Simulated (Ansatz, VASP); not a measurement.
# One calculation of Pb, two programs

Contents of INCAR:

```
  PREC = Accurate
  ENCUT = 520
  EDIFF = 1E-6
  ISMEAR = -1
  SIGMA = 0.05
  LREAL = False
  LASPH = True
  NELM = 100
  ALGO = Fast
  ISIF = 2
  LWAVE = False
  LCHARG = True
  GGA = PE
  LELF = True
  LVHAR = True
  NBANDS = 21
```

The input KPOINTS:

```
Automatic mesh
0
Gamma
  12 12 7
```

POSCAR

```
Pb
1.0
    3.4800006906      0.0000000000      0.0000000000
   -1.7400003453      3.0137690032      0.0000000000
    0.0000000000      0.0000000000      5.5900000000
Pb
2
Direct
    0.3333333333      0.6666666667      0.2500000000
    0.6666666667      0.3333333333      0.7589445438
```

Input for Ansatz:

```yaml
crystal:
  lattice:
    - [3.4800006906, 0.0, 0.0]
    - [-1.7400003453, 3.0137690032, 0.0]
    - [0.0, 0.0, 5.59]
  atoms:
    - { symbol: Pb, position: [0.3333333333, 0.6666666667, 0.25] }
    - { symbol: Pb, position: [0.6666666667, 0.3333333333, 0.7589445438] }
kpoints:
  mp_grid: { grid: [12, 12, 7] }
scf:
  occupations: { method: fermi_dirac, width: 0.05 }
hamiltonian:
  xc: pbe
  pseudopotentials: { kind: all_electron, lapw: { basis_error: 0.0005 } }
output:
  forces: true
  stress: true
  eigenvalues: true
```

Alike in both runs: task single point; functional PBE; k mesh 12 × 12 × 7; occupations fermi-dirac, width 0.05 eV; no spin polarisation.

|  | VASP | Ansatz |
| --- | --- | --- |
| version | VASP 6.6.1 | Ansatz 0.2.0 |
| potentials or method | VASP PAW PBE potentials, release 64 (Pb_d) | all-electron LAPW, scalar-relativistic |
| plane-wave cutoff (eV) | 520 | see its input |

```tsv
	VASP	Ansatz	Ansatz less VASP
pressure (GPa)	4.0	4.0	+0.05
largest component of the traceless stress (GPa)	0.17	0.15	-0.026
rms of the force components (eV/Å)	0.087	0.087	-0.0002
```

Atom by atom the forces differ by 0.000 eV/Å (rms over components). Ansatz ran all-electron here, so the differences hold the error of VASP's frozen core and of both bases.

The runs have no spin-orbit coupling, so splittings on Pb are missing.
